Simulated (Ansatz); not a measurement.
**Stress against strain in Se**

```xyz
6
Lattice="5.6810 3.2799 1.4763 -5.6810 3.2799 1.4763 0.0000 -6.5599 1.4763" Properties=species:S:1:pos:R:3 pbc="T T T"
Se    0.6712   -4.5696    2.0098
Se    3.6218    2.8661    2.0098
Se   -4.2930    1.7035    2.0098
Se   -0.6712    4.5696    2.4192
Se   -3.6218   -2.8661    2.4192
Se    4.2930   -1.7035    2.4192
```

Atoms are numbered in the order listed.

The cell is COD entry 9013138, as deposited and not checked against the literature; nothing was relaxed.

Method: Ansatz 0.2.0, DFT, PBEsol, all-electron LAPW, scalar-relativistic.

The runs use a Γ-centred 6×6×6 k mesh, Fermi–Dirac smearing of 0.01 eV, basis error target 1 meV/atom, no spin polarisation.

The strain is applied along the Cartesian axes of the cell as listed (γ is the engineering shear, twice εxy = εyz = εzx). Fractional coordinates are held (clamped ions).

σ is the change of stress from the unstrained cell, which is at 0.10 GPa; tension is positive, so slopes are stress–strain coefficients at that pressure.

Only quantities that a quadratic follows smoothly over the whole series are listed; rougher ones are left out.

| γ | σxy (GPa) | σyz (GPa) |
| --- | --- | --- |
| -0.0300 | -1.07 | -0.51 |
| -0.0200 | -0.72 | -0.33 |
| -0.0100 | -0.36 | -0.16 |
| 0.0000 | 0.00 | 0.00 |
| 0.0100 | 0.36 | 0.15 |
| 0.0300 | 1.09 | 0.41 |

(1) Fit the series and read off the stiffness at zero strain.

(2) One run, at γ = 0.0200, is withheld. Predict its row.

Results:

(1) Least-squares fits y = p0 + p1 x + p2 x² to the rows give σxy (GPa): p1 = 36, p2 = 12; σyz (GPa): p1 = 15.4, p2 = -56.

(2) The fits give 0.72, 0.29; the run gave 0.73, 0.29.
